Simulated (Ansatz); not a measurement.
# Structure types of C compared at 49 GPa

Structure types of C are relaxed in primitive cells with their symmetry kept at 49 GPa, first on PAW files, then by LAPW. The enthalpy is E + pV at zero temperature, without zero-point motion. Only the types listed were tried, and differences under about 5 meV/atom are mesh noise. Not among the end structures: diamond, which may lie lower.

Level of theory: DFT with PBE, scalar-relativistic, in Ansatz 0.2.0; Fermi–Dirac smearing of 0.08 eV, no spin polarisation. LAPW: all electrons, basis error target 0.5 meV/atom; PAW: frozen-core files, cutoff 420 eV.

k meshes: fcc 24×24×24, bcc 24×24×24, hcp 22×22×12, simple hexagonal 23×23×21, sc 21×21×21, omega 12×12×16.

**Question.** Which type is lowest in enthalpy, and by how much?

**Answer.** distorted omega, 532 meV/atom below sc. The whole table:

| start type | ends as | a, b, c (Å) | V (Å³/atom) | H − H(lowest), LAPW (meV/atom) | same, PAW |
| --- | --- | --- | --- | --- | --- |
| fcc | fcc, Fm-3m | 2.864, 2.864, 2.864 | 5.87 | 2720.7 | 2715.0 |
| bcc | bcc, Im-3m | 2.234, 2.234, 2.234 | 5.57 | 2374.8 | 2369.1 |
| hcp | distorted hcp, P6_3/mmc | 2.375, 2.375, 2.169 | 5.29 | 1153.1 | 1148.6 |
| simple hexagonal | simple hexagonal, P6/mmm | 1.930, 1.930, 1.545 | 4.98 | 713.0 | 708.3 |
| sc | sc, Pm-3m | 1.704, 1.704, 1.704 | 4.95 | 531.6 | 527.1 |
| omega | distorted omega, P6/mmm | 4.548, 4.548, 1.256 | 7.50 | 0.0 | 0.0 |

**Question.** Split the lead of distorted omega over sc into energy and pV.

**Answer.** For sc less distorted omega: ΔE = +1312.2 meV/atom, and p·ΔV = 49 GPa × -2.5527 Å³ × 6.242 meV/(GPa·Å³) = -780.7 meV/atom, together 531.5 meV/atom. distorted omega wins by its internal energy, though it is the less dense.

**Question.** Would sc gain on distorted omega at higher pressure?

**Answer.** Yes: dH/dp = V, and its volume is smaller by 2.55 Å³/atom. Held constant, that would close the gap after about 33 GPa more, a rough figure, since the volume difference changes with pressure.
